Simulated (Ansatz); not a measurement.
# What a change of settings does to a run on NbN

The geometry is COD entry 1538667, unchecked; take it as a test cell.

First run: DFT, PBE, all-electron LAPW, scalar-relativistic (Ansatz 0.2.0).

Command: `ansatz run input.yaml --threads 1 --pin off --max-ram 2048MiB --backend cpu --events-out ev --progress --plain --runs-dir out` The run took 29 s on 1 thread of Arm Neoverse V1, on a shared host, peak memory 0.48 GiB.

```yaml
crystal:
  lattice:
    - [0.0, 2.1945, 2.1945]
    - [2.1945, 0.0, 2.1945]
    - [2.1945, 2.1945, 0.0]
  atoms:
    - { symbol: Nb, position: [0.5, 0.5, 0.5] }
    - { symbol: "N", position: [0.0, 0.0, 0.0] }
kpoints:
  mp_grid: { grid: [13, 13, 13] }
scf:
  occupations: { method: fermi_dirac, width: 0.08 }
hamiltonian:
  xc: pbe
  pseudopotentials:
    kind: all_electron
    lapw: { basis_error: 0.00025 }
    dirac_shells: { Nb: ["3p", "3d"] }
output:
  forces: true
  stress: true
  eigenvalues: true
```

Result: converged; pressure 7.08 GPa; no gap on the k mesh; 10 SCF iterations.

The input is then changed:

```diff
@@ -8,7 +8,8 @@
     - { symbol: "N", position: [0.0, 0.0, 0.0] }
 kpoints:
-  mp_grid: { grid: [13, 13, 13] }
+  mp_grid: { grid: [4, 4, 4] }
 scf:
   occupations: { method: fermi_dirac, width: 0.08 }
+  n_extra_bands: 16
 hamiltonian:
   xc: pbe
```

Q: What does the second run give?

A: It converged; energy at zero smearing +20.8 meV/atom from the first run; pressure 8.11 GPa; no gap on the k mesh; 7 SCF iterations. Some of these settings are too coarse for converged properties.

The results part of its log:

```
SCF 1 converged in 7 iterations: F = -105451.098740 eV  dr2 = 5.10e-8
SCF converged after 7 iterations
Free energy (F): -105451.098740 eV
Harris-Foulkes:  -105451.098740 eV  (|F-HF|=6.06e-8)
Internal energy: -105451.068997 eV  (E = F + TS)
E sigma→0 (E₀):  -105451.083868 eV
Entropy (-TS):   -0.029743 eV (-14.872 meV/atom)
Fermi energy:    22.381262 eV
--- Per-component energies (eV) ---
  E_band       = -5160.164362
  E_kinetic    = 109098.908959
  E_xc         = -3429.883806
  E_electrostatic = -211120.094150  (all electrons and nuclei)
  E_smearing   = -0.029743  (= −TS)
  E_closure    = 0.000000  (closes the sum)
  E_atoms      = -105430.641412  (free atoms, spherical and without spin; not in F)
  Σ components = -105451.098740   (vs F -105451.098740, Δ=0.00e0)
  Basis errors (estimates in eV, not in F): energy 9.5e-5 per atom: plane waves 8.3e-5 (4.4e-5 summed), levels above the bands 6.8e-168, relativity 2.5e-8, radial functions 1.2e-5, core shells 3.3e-13; eigenvalues (radial functions only) 1.1e-5; not estimated: angular momenta, meshes, grids; target (lapw.basis_error) 2.5e-4; muffin-tin radii N 1.003 Å, Nb 1.191 Å
--- Forces (eV/Å), atoms counted from 1 ---
  atom   1  Nb     0.00000000    -0.00000000    -0.00000000
  atom   2  N     -0.00000000    -0.00000000     0.00000000
  max |Σ_I F_I| component: 2.50e-30 eV/Å
--- Stress (GPa, compression-positive) ---
        8.109197      -0.000000       0.000000
       -0.000000       8.109197      -0.000000
        0.000000      -0.000000       8.109197
  P = ⅓ Tr σ = 8.1092 GPa (81.092 kbar)
--- Band table (eV; the first three rows and the last of 8) ---
  k-point 0: bands = ["-414.0049", "-355.6335", "-321.8841", "-321.8841", "-321.8841", "-171.4983", "-171.4983", "-171.4775", "-171.4775", "-171.4775", "-33.7762", "-9.4402", "-9.4402", "-9.4402", "4.8721", "19.1408", "19.1408", "19.1408", "20.5593", "20.5593", "20.5593", "22.4372", "22.4372", "25.7975", "31.9392", "45.2892", "45.2892", "45.2892", "48.5384", "48.5384", "48.5384", "52.7191", "52.7191", "53.1160", "53.1160"]
  k-point 1: bands = ["-414.0049", "-355.6335", "-321.8841", "-321.8841", "-321.8841", "-171.4983", "-171.4983", "-171.4775", "-171.4775", "-171.4775", "-33.7074", "-10.0013", "-9.4872", "-9.4872", "6.0413", "15.7010", "16.6768", "16.6768", "22.0491", "22.0945", "22.0945", "26.1603", "26.1603", "28.1189", "34.6040", "39.8448", "39.8448", "40.6320", "47.9421", "47.9421", "48.9388", "50.1278", "50.1278", "53.5933", "54.2187"]
  k-point 2: bands = ["-414.0049", "-355.6335", "-321.8841", "-321.8841", "-321.8841", "-171.4983", "-171.4983", "-171.4775", "-171.4775", "-171.4775", "-33.6376", "-10.5156", "-9.5336", "-9.5336", "7.4138", "13.3725", "15.4316", "15.4316", "24.0747", "24.0747", "24.5494", "27.0844", "29.3737", "29.3737", "34.9689", "34.9689", "35.6692", "44.1471", "45.6327", "45.6327", "46.1090", "51.1555", "51.1555", "51.9959", "55.1766"]
  k-point 7: bands = ["-414.0049", "-355.6335", "-321.8841", "-321.8841", "-321.8841", "-171.4983", "-171.4983", "-171.4775", "-171.4775", "-171.4775", "-33.5923", "-10.0606", "-10.0606", "-9.8280", "6.2035", "15.8132", "16.4994", "16.4994", "22.4425", "22.4425", "25.4148", "26.0463", "27.1711", "34.3461", "34.4374", "34.4374", "38.6489", "41.4802", "41.4802", "46.0392", "49.5076", "50.6284", "52.4935", "52.4935", "55.2877"]
```
